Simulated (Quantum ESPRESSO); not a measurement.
# PbS: zone-centre phonons under several settings

```xyz
4
Lattice="2.0800 -5.9913 0.0000 2.0800 5.9913 0.0000 0.0000 0.0000 4.2793" Properties=species:S:1:pos:R:3 pbc="T T T"
Pb    2.0800    4.4268    1.0698
Pb    2.0800   -4.4268    3.2095
S     2.0800    1.7399    1.0698
S     2.0800   -1.7399    3.2095
```

Measurements of this composition are mostly on another form, of space group No. 225.

All runs used Quantum ESPRESSO 7.5; k mesh 4 × 4 × 4, shifted; no spin polarisation; cutoff 762 eV; occupations smeared at first, fixed for the response.

| level | potentials | geometry | volume (Å³/atom) | pressure (GPa) | lowest optical mode without the field (cm⁻¹) | highest optical mode without the field (cm⁻¹) | sum of the Born charges (e) |
| --- | --- | --- | --- | --- | --- | --- | --- |
| PBEsol | PseudoDojo 0.4.1 SR PBEsol standard | relaxed cell | ? | 0.0 | ? | ? | ? |
| AM05 | PseudoDojo 0.4.1 SR PBE standard | given cell, atoms relaxed | 26.66 | -1.0 | 37i | 202 | -0.03 |

Question: What stands in the row left open?

Answer: Volume 25.16 Å³/atom; lowest optical mode without the field 33 cm⁻¹; highest optical mode without the field 204 cm⁻¹; sum of the Born charges -0.08 e.

Values marked i are imaginary: the cell is unstable against those modes at that level, or the meshes are too thin.

Caveats: the layers were relaxed without a dispersion term, so their spacing and the soft interlayer modes are unreliable (some runs); the potentials were made for another functional, which shifts forces and pressure (some runs); some modes are imaginary (some runs).

For the row left open. Caveat: the mesh is thin for the dielectric tensor, Born charges and intensities, which usually come out too large; the layers were relaxed without a dispersion term, so their spacing and the soft interlayer modes are unreliable; the Born charges break their sum rule by 0.08 e, a sign of too thin a mesh.
